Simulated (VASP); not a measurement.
Input of a VASP 6.6.1 run:

Contents of INCAR:

```
SYSTEM = KI
ALGO = Normal
EDIFF = 1E-7
EDIFFG = -0.01
ENCUT = 600
IBRION = 2
ISIF = 2
ISMEAR = 0
LASPH = .True.
LCHARG = .False.
LMIXTAU = .True.
LREAL = .False.
LWAVE = .False.
METAGGA = R2SCAN
NELM = 80
NSW = 40
PREC = Accurate
SIGMA = 0.03
```

Contents of KPOINTS:

```
k-points
0
Gamma
  8 8 8
  0 0 0
```

File POSCAR:

```
KI                                      
1.0
   -0.0000000000      3.4765043597      3.4765043597
    3.4765043597      0.0000000000      3.4765043597
    3.4765043597      3.4765043597      0.0000000000
  K               I             
     1     1
Direct
     0.0000000000000000    0.0000000000000000    0.0000000000000000
     0.5000000000000000    0.5000000000000000    0.5000000000000000
```

Potentials or basis: VASP PAW PBE potentials, release 64 (K_sv, I).

The run is started by

```console
$ cat potpaw_PBE.64/K_sv/POTCAR potpaw_PBE.64/I/POTCAR > POTCAR
$ mpirun -np 1 vasp_std > vasp.out
```

**Question.** Estimate the band gap on the k mesh.

**Answer.** 4.74 eV, direct.

Final structure:
```xyz
2
Lattice="0.0000 3.4765 3.4765 3.4765 0.0000 3.4765 3.4765 3.4765 0.0000" Properties=species:S:1:pos:R:3 pbc="T T T"
K     0.0000    0.0000    0.0000
I     3.4765    3.4765    3.4765
```

Caveat: the relaxation stopped at its first step, so nothing moved; spin-orbit coupling is left out, which moves the levels of the heavy elements. A k mesh can miss the band edges.
